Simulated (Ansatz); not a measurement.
## GaSb (F-43m), an elastic constant from a strain scan

These are results of Ansatz 0.2.0, DFT PBEsol, scalar-relativistic, plane waves, PAW, not measurements. The runs took a 420 eV cutoff, a Γ-centred 14×14×14 mesh and Gaussian smearing (0.15 eV). Spin–orbit coupling is left out, which matters for the heavy elements here. No spin polarisation. Energies are free energies at this smearing, counted from the undisturbed cell; pressure is positive in compression.

Reference structure (as given, not relaxed at this level; it stands at -0.2 GPa):

```xyz
2
Lattice="0.0000 3.0590 3.0590 3.0590 0.0000 3.0590 3.0590 3.0590 0.0000" Properties=species:S:1:pos:R:3 pbc="T T T"
Ga    0.0000    0.0000    0.0000
Sb    4.5885    4.5885    4.5885
```

The cell is strained by ε times the Voigt pattern (0, 1, 0, 0, 0, 0) (xx, yy, zz, yz, xz, xy; engineering shear) with fractional coordinates fixed. The cell holds 2 atoms in V0 = 57.25 Å³. The stress column is τ = (1/V0) dE/dε, got from the stress tensor σ (compression positive) at each point as −det(1 + εP) σ : P(1 + εP)⁻¹, with P the pattern as a tensor.

```csv
ε,ΔE (meV/atom),τ (GPa)
-0.0400,10.647,-3.203
-0.0300,5.706,-2.329
-0.0200,2.311,-1.475
-0.0100,0.421,-0.643
0.0000,0.000,0.169
0.0100,1.011,0.959
0.0200,3.414,1.728
0.0300,7.170,2.472
0.0350,9.540,2.835
0.0400,?,?
```

Task: Which combination of elastic constants does this scan measure, and how large is it?

Result: For small ε, τ = τ0 + Kε with K = pᵀCp, which for this pattern is C11 in the cubic axes. The parabola through τ at ε = -0.0100, 0 and 0.0100 has slope K = 80 GPa at zero. The energies per cell, E = NΔE, of the same two points give K = 2[E(ε₊)/ε₊ − E(ε₋)/ε₋]/[(ε₊ − ε₋)V0] = 80 GPa, in agreement.

Task: Predict the withheld row at ε = 0.0400 from the harmonic law, and compare.

Result: ΔE = V0(τ0 ε + Kε²/2)/N = 12.656 meV/atom and τ = 3.37 GPa. The calculation gives 12.232 meV/atom and 3.19 GPa, a miss of 3.4 % of the harmonic energy, so the harmonic law still holds here.

The gap closes along the scan, which can put kinks into the curve.